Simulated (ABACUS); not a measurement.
# Pb under changes of volume

One of the cells (31.034 Å³/atom); the others are scaled copies at fixed shape and fractional positions:

```
Pb
1.0
    -1.97966    1.97966    1.97966
     1.97966   -1.97966    1.97966
     1.97966    1.97966   -1.97966
Pb
1
Direct
  0.00000 0.00000 0.00000
```

This isn't the form of Pb at room conditions, which is fcc.

```yaml
Program: ABACUS 3.10.1
Functional: PBE
Potentials_or_basis: PseudoDojo NC SR 0.4.1 PBE standard
Cutoff: 1361 eV
Density_cutoff: 5442 eV
Basis: DZP LCAO (the cutoffs set its grid)
k_mesh: 9 × 9 × 9
Occupations: fermi-dirac, width 0.05 eV
Spin: no spin polarisation
```

| volume (Å³/atom) | energy over the lowest point (meV/atom) | pressure (GPa) |
| --- | --- | --- |
| 29.172 | 51.71 | 5.6 |
| 29.792 | 32.57 | 4.3 |
| 30.413 | 18.32 | 3.2 |
| 31.034 | ? | ? |
| 31.654 | 2.53 | 1.2 |
| 32.275 | 0.00 | 0.4 |
| 32.896 | 0.42 | -0.3 |

Problem. What does the run at 31.034 Å³/atom give?

Solution. Energy over the lowest point 8.48 meV/atom; pressure 2.1 GPa.

Worked out: A Birch-Murnaghan fit of order 3 (a polynomial in V^(-2/3)) to the other rows has its minimum at 32.48 Å³/atom with B0 = V·E''(V) = 39 GPa and B' = 5.6. It gives 8.50 meV/atom at 31.034 Å³/atom, against the run's 8.48, and -dE/dV = 2.0 GPa, against 2.1.

Energies are extrapolated to zero smearing.

Caveats: the atomic orbitals were generated for these runs and aren't a published set; the basis of atomic orbitals isn't converged, which shifts pressures, moduli and gaps.
